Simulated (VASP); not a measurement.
Write the native input for VASP 6.6.1 that does the following.

| Property | Result |
| --- | --- |
| Task | relaxation of cell and atoms |
| Functional | PBEsol |
| Potentials or basis | VASP PAW PBE potentials, release 64 (La) |
| Cutoff | 600 eV |
| k mesh | 12 × 12 × 6 |
| Occupations | methfessel-paxton, width 0.1 eV |
| Spin | no spin polarisation |
| Further INCAR settings | ALGO = Normal; EDIFF = 1e-07; IBRION = 2; EDIFFG = -0.005; NSW = 90; ISIF = 3 |

The structure of La lies in POSCAR:

```
La                                      
1.0
    3.6702088576      0.0000000000      0.0000000000
   -1.8351044288      3.1784941039     -0.0000000000
   -0.0000000000      0.0000000000      5.9295206631
  La            
     2
Direct
     0.3333333300000021    0.6666666699999979    0.2500000000000000
     0.6666666699999979    0.3333333300000021    0.7500000000000000
```

This isn't the form of La at room conditions, which is double hcp.

These files were run (other wordings do the same):

INCAR

```
  PREC = Accurate
  ENCUT = 600
  EDIFF = 1E-7
  ISMEAR = 1
  SIGMA = 0.1
  LREAL = False
  LASPH = True
  NELM = 80
  ALGO = Normal
  ISIF = 3
  LWAVE = False
  LCHARG = False
  GGA = PS
  IBRION = 2
  NSW = 90
  EDIFFG = -0.005
```

KPOINTS

```
Automatic mesh
0
Gamma
  12 12 6
```

Potentials or basis: VASP PAW PBE potentials, release 64 (La).

Run with:

```console
$ cat potpaw_PBE.64/La/POTCAR > POTCAR
$ mpirun -np 1 vasp_std > vasp.out
```

Results of the run:

- Relaxed volume: 34.56 Å³/atom
- Relaxed cell: a = 3.669 Å, b = 3.669 Å, c = 5.929 Å, α = 90.00°, β = 90.00°, γ = 120.00°
- Space group after relaxing (to 0.05 Å): P6_3/mmc (No. 194)
- Energy gained by relaxing: 0.0 meV/atom
- Ionic steps: 2
- Pressure after relaxing: 0.0 GPa
- Band gap on the k mesh: none (metal or under the smearing width)

Caveat: the PAW data sets were made with another functional, which shifts forces and pressure a little.

It took 78 s on 1 thread of Intel(R) Xeon(R) 6975P-C (Granite Rapids), on a shared host, peak memory 0.28 GiB.
